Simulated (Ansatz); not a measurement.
# PbS: the cost of one run

Computed with Ansatz 0.2.0 (DFT PBE, scalar-relativistic, plane waves, PAW, unless a step names another level, unless a step's input says otherwise).

## 1. The system as given

It takes space group Fm-3m (No. 225, cubic). Conventional cell: a = 6.010 Å, b = 6.010 Å, c = 6.010 Å, α = 90.00°, β = 90.00°, γ = 90.00°. Pb (site symmetry m-3m) is surrounded by 6 S at 3.00 Å. S (site symmetry m-3m) is surrounded by 6 Pb at 3.00 Å.

Structure file:

```cif
data_structure
_symmetry_space_group_name_H-M 'P 1'
_symmetry_Int_Tables_number 1
_cell_length_a 4.2496
_cell_length_b 4.2496
_cell_length_c 4.2496
_cell_angle_alpha 60.000
_cell_angle_beta 60.000
_cell_angle_gamma 60.000
_cell_volume 54.27
loop_
_atom_site_label
_atom_site_type_symbol
_atom_site_fract_x
_atom_site_fract_y
_atom_site_fract_z
_atom_site_occupancy
Pb1 Pb 0.00000 0.00000 0.00000 1
S1 S 0.50000 0.50000 0.50000 1
```

It is the end of an earlier relaxation with the same method, from a distorted copy of a database structure. At a tolerance of 0.02 Å it has space group Fm-3m (No. 225); it has 27.13 Å³/atom, an uncorrected energy of -0.55 eV/atom over the elements and, on its mesh, gap 0.49 eV.

## 2. Seeking the band edges over the whole zone

input.yaml

```yaml
crystal:
  lattice:
    - [0.0, 3.0049509753, 3.0049509753]
    - [3.0049509753, 0.0, 3.0049509753]
    - [3.0049509753, 3.0049509753, 0.0]
  atoms:
    - { symbol: Pb, position: [0.0, 0.0, 0.0] }
    - { symbol: S, position: [0.5, 0.5, 0.5] }
basis:
  ecutwfc: 420
kpoints:
  mp_grid: { grid: [10, 10, 10] }
  band_path: { path: [VBM, CBM], npoints: 2 }
hamiltonian:
  xc: pbe
scf:
  occupations: { method: gaussian, width: 0.02 }
output:
  forces: false
  stress: false
  eigenvalues: true
checkpoint:
  read: start.run
  write: ck
  compress: false
  write_wavefunctions: false
  write_every: 100000
```

The run is started by

```sh
> ansatz run input.yaml --threads 1 --pin off --max-ram 2560MiB --backend cpu --events-out ev --progress --plain --runs-dir out
```

**Question.** How long does this run take on 1 thread of AMD EPYC 7R43 (Zen 3), shared host, and how much memory does it need?

About 3.5 s, with a peak of 0.37 GiB.
